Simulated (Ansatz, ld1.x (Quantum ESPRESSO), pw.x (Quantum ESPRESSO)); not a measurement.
## Equation-of-state test of one PAW potential (V (Z = 23))

* Element: vanadium
* Generator: ld1.x (Quantum ESPRESSO) 7.5
* Type: PAW
* Functional: PBEsol
* Relativity: scalar-relativistic
* Frozen core: [Ar]
* Valence charge: 5
* Reference configuration: 3d3.5 4s1.5 4p0
* Partial waves: 4s (bound): rcut 2.05, rcutus 2.55 bohr; 4s channel at 0.1 Ry: rcut 2.05, rcutus 2.55 bohr; 4p (bound, empty): rcut 3.25, rcutus 4.10 bohr; 4p channel at 2.8 Ry: rcut 3.25, rcutus 4.10 bohr; 3d (bound): rcut 1.20, rcutus 1.60 bohr; 3d channel at 4.75 Ry: rcut 1.20, rcutus 1.60 bohr
* Local potential: all-electron potential smoothed inside 3.40 bohr (lloc = -2)
* Core correction: Bessel-smoothed model core inside 1.15 bohr
* Augmentation charge: PSQ, inside the norm-conserving radii

Atomic tests: cutoffs needed: 40 Ry and 60 Ry (the cutoffs (Ry, on a coarse ladder) from which the occupation-weighted sum of valence levels, in a spherical-Bessel basis at the reference potential, stays within 10 and 1 mRy of its value at 400 Ry); ghost test: no extra level below or beside the all-electron valence levels (s, p, d, f tested) (spherical-Bessel basis up to 400 Ry, 20 bohr box); configuration tests: 1 of 7 tests not solved or not reliable.

Crystal test: fcc V in pw.x 7.5, no spin, 15³ k-points, Fermi–Dirac smearing 0.01 Ry, cutoffs 75/600 Ry. The lattice is a test structure that the element need not adopt, and mesh and smearing are coarse.

pw.x input:

```
&control
  calculation='scf', prefix='x', pseudo_dir='./', outdir='./tmp', tstress=.true., disk_io='none'
/
&system
  ibrav=0, nat=1, ntyp=1, ecutwfc=75, ecutrho=600, nbnd=9,
  occupations='smearing', smearing='fd', degauss=0.01
/
&electrons
  conv_thr=1e-09, mixing_beta=0.4, electron_maxstep=70
/
ATOMIC_SPECIES
V 1.0 V.UPF
CELL_PARAMETERS angstrom
  0.00000000 1.88712439 1.88712439
  1.88712439 0.00000000 1.88712439
  1.88712439 1.88712439 0.00000000
ATOMIC_POSITIONS crystal
V 0.0000 0.0000 0.0000
K_POINTS automatic
15 15 15 0 0 0
```

```bash
pw.x < V.scf.in > V.scf.out
```

Question: How does the run end?

Answer: It converges; the pressure is 20.47 GPa against -0.24 GPa from all-electron LAPW. The largest radius (4.10 bohr) exceeds half the bond length (2.52 bohr), so the spheres overlap, which is one possible source of error among others. This is a poor potential for the solid. Atomic configuration tests: 1 of 7 tests not solved or not reliable. The log shows:

```
     number of Kohn-Sham states=            9
     kinetic-energy cutoff     =      75.0000  Ry
     charge density cutoff     =     600.0000  Ry
     scf convergence threshold =      1.0E-09
     Exchange-correlation= SLA  PW   PSX  PSC
     number of k points=   120  Fermi-Dirac smearing, width (Ry)=  0.0100
     iteration #  1     ecut=    75.00 Ry     beta= 0.40
     total energy              =     -95.52021732 Ry
     estimated scf accuracy    <       0.14752349 Ry
     iteration #  2     ecut=    75.00 Ry     beta= 0.40
     total energy              =     -95.53920278 Ry
     estimated scf accuracy    <       0.00226712 Ry
     iteration #  3     ecut=    75.00 Ry     beta= 0.40
     total energy              =     -95.53935141 Ry
     estimated scf accuracy    <       0.00033171 Ry
     iteration #  4     ecut=    75.00 Ry     beta= 0.40
     total energy              =     -95.53940287 Ry
     estimated scf accuracy    <       0.00003618 Ry
     iteration #  5     ecut=    75.00 Ry     beta= 0.40
     total energy              =     -95.53940711 Ry
     estimated scf accuracy    <       0.00000400 Ry
     iteration #  6     ecut=    75.00 Ry     beta= 0.40
     total energy              =     -95.53940736 Ry
     estimated scf accuracy    <       0.00000012 Ry
     iteration #  7     ecut=    75.00 Ry     beta= 0.40
     the Fermi energy is    11.1472 ev
!    total energy              =     -95.53940737 Ry
     estimated scf accuracy    <          5.0E-10 Ry
     smearing contrib. (-TS)   =      -0.00759060 Ry
     The total energy is F=E-TS. E is the sum of the following terms:
     one-electron contribution =       8.32390783 Ry
     hartree contribution      =       1.00209861 Ry
     xc contribution           =     -23.53233736 Ry
     ewald contribution        =     -16.07077770 Ry
     one-center paw contrib.   =     -65.25470814 Ry
     convergence has been achieved in   7 iterations
          total   stress  (Ry/bohr**3)                   (kbar)     P=      204.67
     Message from routine punch:
     Nothing written, as per user request (disk_io='none')
```
